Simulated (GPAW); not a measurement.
Runs of GPAW 26.7.0 on I. Symmetry: Fmmm, No. 69, orthorhombic system. Conventional cell: a = 4.384 Å, b = 4.731 Å, c = 7.820 Å, α = 90.00°, β = 90.00°, γ = 90.00°. Around I (site symmetry mmm) lie 4 I at 3.23 Å. 

```csv
task,level,potentials or basis,spin,cell,optimizer,fmax,max steps,band path,band points,gap on the mesh (eV),pressure (GPa),relaxed volume (Å³/atom)
relaxation of cell and atoms,PBEsol,"PAW data sets generated in the run's folder for this functional, pw",off,relaxed,BFGS,0.02 eV/Å,40,-,-,none,0.0,38.06
band structure,LDA,"the program's PAW data sets (release 1.2.1) made for this functional, pw","SOC, no magnetisation",as given,-,-,-,"GYCDXGZD1HC,C1Z,XH1,HY,LG",80,-,(a),-
relaxation of cell and atoms,M06-L,"GPAW PAW data sets (gpaw-data 1.2.1), pw",off,relaxed,LBFGS,0.02 eV/Å,60,-,-,none,0.0,40.07
relaxation of cell and atoms,BLYP+D3,"PAW data sets generated in the run's folder for this functional, pw",off,relaxed to 20 GPa,LBFGS,0.01 eV/Å,40,-,-,none,20.0,-
```

Alike in all rows: k mesh 7 × 7 × 7; cutoff (eV) 600; smearing fermi-dirac 0.05 eV.

**Question.** Fill in the values left out.

**Answer.** (a) -2.1.

Caveats: later steps reuse the first step's grids (some runs); an odd number of electrons without spin polarisation forces a metal (some runs); a magnetic or distorted state may lie lower (some runs); spin-orbit coupling was added after a scalar SCF, so levels and gaps hold it while energy, forces, pressure and moments don't (some runs); this program's spin-orbit splittings come out too wide for heavy elements (some runs); the PAW data sets were made with another functional, which shifts forces and pressure a little (some runs); the volume moved by over 15 % at a fixed basis, so the end points are rough (some runs).

A k mesh can miss the band edges, and rows without SOC leave out spin-orbit coupling on I.

A gap of «none» marks a metal or a gap under the smearing width.

Runs at the PBE level aren't shown here.
